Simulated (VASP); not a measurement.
# Ba (P6/mmm) in VASP: a series of runs

One crystal, Ba, is run at these levels: PBEsol; tasks: single point.

All numbers are computed with VASP 6.6.1; they aren't measurements. Logs are shortened: lines on timing, memory, paths and dates and some standing lists are left out, and cuts for length are marked.

## 1. The crystal as given

Symmetry: P6/mmm, No. 191, hexagonal system. The conventional cell has a = 6.989 Å, b = 6.989 Å, c = 4.160 Å, α = 90.00°, β = 90.00°, γ = 120.00°. Around Ba (site symmetry 6/mmm) lie 2 Ba at 4.16 Å. Around Ba (site symmetry -6m2) lie 5 Ba at 4.03 to 4.16 Å.

This isn't the form of Ba at room conditions, which is bcc.

## 2. Single point, PBEsol

Contents of INCAR:

```
SYSTEM = Ba
PREC = Accurate ; ENCUT = 520
EDIFF = 1E-7 ; ISMEAR = -1
SIGMA = 0.1 ; LREAL = .False.
LASPH = .True. ; NELM = 60
ALGO = Normal ; ISIF = 2
LWAVE = .False. ; LCHARG = .False.
GGA = PS ; NBANDS = 22
```

Contents of KPOINTS:

```
Automatic mesh
0
Gamma
  7 7 10
  0 0 0
```

Contents of POSCAR:

```
Ba
1.0
    6.9887155900      0.0000000000      0.0000000000
   -3.4943577950      6.0524052408      0.0000000000
    0.0000000000      0.0000000000      4.1597447393
Ba
3
Direct
    0.0000000000      0.0000000000      1.0000000000
    0.3333333333      0.6666666667      0.5000000000
    0.6666666667      0.3333333333      0.5000000000
```

Potentials or basis: VASP PAW PBE potentials, release 64 (Ba_sv).

Started as:

```
> cat potpaw_PBE.64/Ba_sv/POTCAR > POTCAR
> mpirun -np 1 vasp_std > vasp.out
```

OUTCAR:

```text
SYSTEM = Ba
   PREC = Accurate
   ENCUT = 520
   EDIFF = 1E-7
   ISMEAR = -1
   LREAL = .False.
   LASPH = .True.
   NELM = 60
   ISIF = 2
   GGA = PS

 ion  position               nearest neighbor table
   1  0.000  0.000  0.000-   2 4.54   3 4.54   2 4.54   3 4.54   3 4.54   3 4.54   2 4.54   2 4.54
                             3 4.54   3 4.54   2 4.54   2 4.54
   2  0.333  0.667  0.500-   3 4.03   3 4.03   3 4.03   1 4.54   1 4.54   1 4.54   1 4.54   1 4.54
                             1 4.54
   3  0.667  0.333  0.500-   2 4.03   2 4.03   2 4.03   1 4.54   1 4.54   1 4.54   1 4.54   1 4.54
                             1 4.54

  LATTYP: Found a hexagonal cell.
 ALAT       =     6.9887155900
 C/A-ratio  =     0.5952087599

  Lattice vectors:

 A1 = (   6.9887155900,   0.0000000000,   0.0000000000)
 A2 = (  -3.4943577950,   6.0524052408,   0.0000000000)
 A3 = (   0.0000000000,   0.0000000000,   4.1597447393)

Analysis of symmetry for initial positions (statically):
=====================================================================
 Subroutine PRICEL returns:
 Original cell was already a primitive cell.

 Routine SETGRP: Setting up the symmetry group for a
 hexagonal supercell.

 Subroutine GETGRP returns: Found 24 space group operations
 (whereof 24 operations were pure point group operations)
 out of a pool of 24 trial point group operations.

The static configuration has the point symmetry D_6h.

Analysis of symmetry for dynamics (positions and initial velocities):
=====================================================================
 Subroutine PRICEL returns:
 Original cell was already a primitive cell.

 Routine SETGRP: Setting up the symmetry group for a
 hexagonal supercell.

 Subroutine GETGRP returns: Found 24 space group operations
 (whereof 24 operations were pure point group operations)
 out of a pool of 24 trial point group operations.

The dynamic configuration has the point symmetry D_6h.

 Subroutine INISYM returns: Found 24 space group operations
 (whereof 24 operations are pure point group operations),
 and found     1 'primitive' translations

----------------------------------------------------------------------------------------

                                     Primitive cell

  volume of cell :     175.9511

  direct lattice vectors                    reciprocal lattice vectors
     6.988715590  0.000000000  0.000000000     0.143087809  0.082611785  0.000000000
    -3.494357795  6.052405241  0.000000000     0.000000000  0.165223570  0.000000000
     0.000000000  0.000000000  4.159744739     0.000000000  0.000000000  0.240399366

  length of vectors
     6.988715590  6.988715590  4.159744739     0.165223570  0.165223570  0.240399366

  position of ions in fractional coordinates (direct lattice)
     0.000000000  0.000000000  0.000000000
     0.333333333  0.666666667  0.500000000
     0.666666667  0.333333333  0.500000000

  ion indices of the primitive-cell ions
   primitive index   ion index
                 1           1
                 2           2
                 3           3

----------------------------------------------------------------------------------------

 KPOINTS: Automatic mesh

Automatic generation of k-mesh.
 Grid dimensions read from file:
 generate k-points for:    7    7   10

 Generating k-lattice:

  Cartesian coordinates                     Fractional coordinates (reciprocal lattice)
     0.020441116  0.011801684  0.000000000     0.142857143 -0.000000000  0.000000000
     0.000000000  0.023603367  0.000000000     0.000000000  0.142857143  0.000000000
     0.000000000  0.000000000  0.024039937     0.000000000  0.000000000  0.100000000

  Length of vectors
     0.023603367  0.023603367  0.024039937

  Shift w.r.t. Gamma in fractional coordinates (k-lattice)
     0.000000000  0.000000000  0.000000000

 Subroutine IBZKPT returns following result:
 ===========================================

 Found     48 irreducible k-points:

 Following reciprocal coordinates:
            Coordinates               Weight
  0.000000  0.000000  0.000000      1.000000
  0.142857  0.000000  0.000000      6.000000
  0.285714  0.000000  0.000000      6.000000
  0.428571  0.000000  0.000000      6.000000
  0.142857  0.142857  0.000000      6.000000
  0.285714  0.142857  0.000000     12.000000
[... 16 lines left out ...]
  0.428571  0.142857  0.200000     12.000000
  0.285714  0.285714  0.200000     12.000000
 [... further k-points ...]
   k-points           NKPTS =     48   k-points in BZ     NKDIM =     48   number of bands    NBANDS=     22
   number of dos      NEDOS =    301   number of ions     NIONS =      3
   total plane-waves  NPLWV =  93312
   dimension x,y,z NGX =    54 NGY =   54 NGZ =   32
   dimension x,y,z NGXF=   108 NGYF=  108 NGZF=   64
   ions per type =               3
   NGX,Y,Z   is equivalent  to a cutoff of  12.85, 12.85, 12.79 a.u.
   NGXF,Y,Z  is equivalent  to a cutoff of  25.69, 25.69, 25.58 a.u.
 SYSTEM =  Ba
   PREC   = accura    normal or accurate (medium, high low for compatibility)
   ISTART =      0    job   : 0-new  1-cont  2-samecut
   ICHARG =      2    charge: 1-file 2-atom 10-const
   ISPIN  =      1    spin polarized calculation?
   LNONCOLLINEAR =      F non collinear calculations
   LSORBIT =      F    spin-orbit coupling
   LASPH  =      T    aspherical Exc in radial PAW
   ENCUT  =  520.0 eV  38.22 Ry    6.18 a.u.  12.99 12.99  7.73*2*pi/ulx,y,z
   NELM   =     60;   NELMIN=  2; NELMDL= -5     # of ELM steps
   EDIFF  = 0.1E-06   stopping-criterion for ELM
   LREAL  =      F    real-space projection
   EDIFFG = 0.1E-05   stopping-criterion for IOM
   NSW    =      0    number of steps for IOM
   IBRION =     -1    ionic relax: 0-MD 1-quasi-New 2-CG
   NFREE  =      0    steps in history (QN), initial steepest desc. (CG)
   ISIF   =      2    stress and relaxation
   ISYM   =      2    0-nonsym 1-usesym 2-fastsym
   POTIM  = 0.5000    time-step for ionic-motion
   TEBEG  =    0.0;   TEEND  =   0.0 temperature during run
   PSTRESS=    0.0 pullay stress
   NELECT =      30.0000    total number of electrons
   NUPDOWN=      -1.0000    fix difference up-down
   EMIN   =  10.00;   EMAX   =-10.00  energy-range for DOS
   EFERMI =   0.00;   METHOD = LEGACY
   ISMEAR =    -1;   SIGMA  =   0.10  broadening in eV -4-tet -1-fermi 0-gaus
   EFERMI_NEDOS =   21; number of points for ismear=-14 and -15
   IALGO  =     38    algorithm
   IMIX   =      4    mixing-type and parameters
     AMIX     =   0.40;   BMIX     =  1.00
     AMIX_MAG =   1.60;   BMIX_MAG =  1.00
  volume/ion in A,a.u.               =      58.65       395.79
  Fermi-wavevector in a.u.,A,eV,Ry     =   0.907788  1.715471 11.212283  0.824080
  Thomas-Fermi vector in A             =   2.031637
   LORBIT       =      0    0 simple, 1 ext, 2 COOP (PROOUT), +10 PAW based schemes
   GGA     = PS    functional components
   LHFCALC =     F    Hartree Fock is set to
   AEXX    =    0.0000 exact exchange contribution
   IVDW    =     0    specifies the selected vdW correction
   LEPSILON=     F    determine dielectric tensor
   LRPA    =     F    only Hartree local field effects (RPA)
 non-spin polarized calculation
  energy-cutoff  :      520.00
  volume of cell :      175.95
 maximum number of plane-waves:      4755
 NGX is ok and might be reduce to    54
   NGX = 25   NGY = 25   NGZ = 15

 number of electron      30.0000006 magnetization

 Free energy of the ion-electron system (eV)
  ---------------------------------------------------
  ext. energy  EPLUGINS =         0.00000000
  ---------------------------------------------------
  free energy    TOTEN  =        -6.37657443 eV

  energy without entropy =       -6.19802441  energy(sigma->0) =       -6.28729942

 E-fermi :   1.7892     XC(G=0):  -7.7384

 val. band max:        1.7850479769   @ k =   0.1429   0.0000   0.4000
 cond. band min:       1.7939309256   @ k =   0.1429   0.1429   0.3000
 fundamental gap:      0.0088829487
 Fermi energy:         1.7892290497

 k-point     1 :       0.0000    0.0000    0.0000
  band No.  band energies     occupation
      1     -27.0002      2.00000
      2     -26.9256      2.00000
      3     -26.8558      2.00000
      4     -12.3768      2.00000
      5     -12.3768      2.00000
      6     -12.1630      2.00000
[... 14 lines left out ...]
     21       4.0149      0.00000
     22       4.0149      0.00000

 k-point     2 :       0.1429    0.0000    0.0000
  band No.  band energies     occupation
      1     -26.9966      2.00000
      2     -26.9288      2.00000
      3     -26.8564      2.00000
      4     -12.4039      2.00000
      5     -12.3821      2.00000
      6     -12.1267      2.00000
[... 14 lines left out ...]
     21       3.8115      0.00000
     22       4.1437      0.00000

 k-point     3 :       0.2857    0.0000    0.0000
  band No.  band energies     occupation
      1     -26.9869      2.00000
      2     -26.9373      2.00000
      3     -26.8578      2.00000
      4     -12.4484      2.00000
      5     -12.3635      2.00000
      6     -12.0548      2.00000
[... 14 lines left out ...]
     21       3.3714      0.00000
     22       4.1516      0.00000
[... 476 lines left out ...]
 k-point    23 :       0.4286    0.1429    0.2000
  band No.  band energies     occupation
      1     -26.9595      2.00000
      2     -26.9410      2.00000
      3     -26.8481      2.00000
      4     -12.4322      2.00000
      5     -12.2820      2.00000
      6     -12.1717      2.00000
[... 14 lines left out ...]
     21       3.5023      0.00000
     22       3.6221      0.00000

 k-point    24 :       0.2857    0.2857    0.2000
  band No.  band energies     occupation
      1     -26.9567      2.00000
      2     -26.9436      2.00000
      3     -26.8483      2.00000
      4     -12.4256      2.00000
      5     -12.2722      2.00000
      6     -12.1894      2.00000
[... 14 lines left out ...]
     21       3.3194      0.00000
     22       3.6976      0.00000

 [... further k-points ...]

------------------------ aborting loop because EDIFF is reached ----------------------------------------

  FORCE on cell =-STRESS in cart. coord.  units (eV):
  Direction    XX          YY          ZZ          XY          YZ          ZX
  --------------------------------------------------------------------------------------
  -------------------------------------------------------------------------------------
  Total        0.0776866      0.0776866      0.0585400      0.0000000     -0.0000000      0.0000000
  in kB        0.7073989      0.7073989      0.5330539      0.0000000     -0.0000000      0.0000000
  external PRESSURE =       0.6492839 kB  Pullay stress =       0.0000000 kB

 VOLUME and BASIS-vectors are now :
 -----------------------------------------------------------------------------
  energy-cutoff  :      520.00
  volume of cell :      175.95
      direct lattice vectors                 reciprocal lattice vectors
     6.988715590  0.000000000  0.000000000     0.143087809  0.082611785  0.000000000
    -3.494357795  6.052405241  0.000000000     0.000000000  0.165223570  0.000000000
     0.000000000  0.000000000  4.159744739     0.000000000  0.000000000  0.240399366

 POSITION                                       TOTAL-FORCE (eV/Angst)
 -----------------------------------------------------------------------------------
      0.00000      0.00000      0.00000        -0.000000      0.000000      0.000000
     -0.00000      4.03494      2.07987         0.000000      0.000000      0.000000
      3.49436      2.01747      2.07987        -0.000000     -0.000000      0.000000
 -----------------------------------------------------------------------------------
    total drift:                               -0.000000      0.000000      0.000000

  FREE ENERGIE OF THE ION-ELECTRON SYSTEM (eV)
  ---------------------------------------------------
  free  energy   TOTEN  =        -6.3765744337 eV

  energy  without entropy=       -6.1980244079  energy(sigma->0) =       -6.28729942
```

Wall time 1.8 min (1 thread of AMD EPYC 9R45 (Zen 5), shared host); peak memory 0.34 GiB.

Results:

```yaml
Free_energy: -6.3766 eV
Pressure: 0.1 GPa
Band_gap_on_the_k_mesh: none (metal or under the smearing width)
```

Levels at points of the mesh, in eV from the Fermi level:
| k point | band 11 | band 12 | band 13 | band 14 | band 15 | band 16 | band 17 | band 18 | band 19 | band 20 |
| --- | --- | --- | --- | --- | --- | --- | --- | --- | --- | --- |
| (0.00, 0.00, 0.00) | -13.64 | -13.60 | -2.81 | -0.39 | 0.57 | 0.57 | 0.62 | 0.62 | 0.62 | 1.53 |
| (0.00, 0.00, 0.50) | -13.72 | -13.72 | -0.60 | -0.47 | -0.47 | -0.12 | -0.12 | -0.01 | 1.61 | 1.61 |

Caveat: the PAW data sets were made with another functional, which shifts forces and pressure a little.

[end of part 1 of 2]
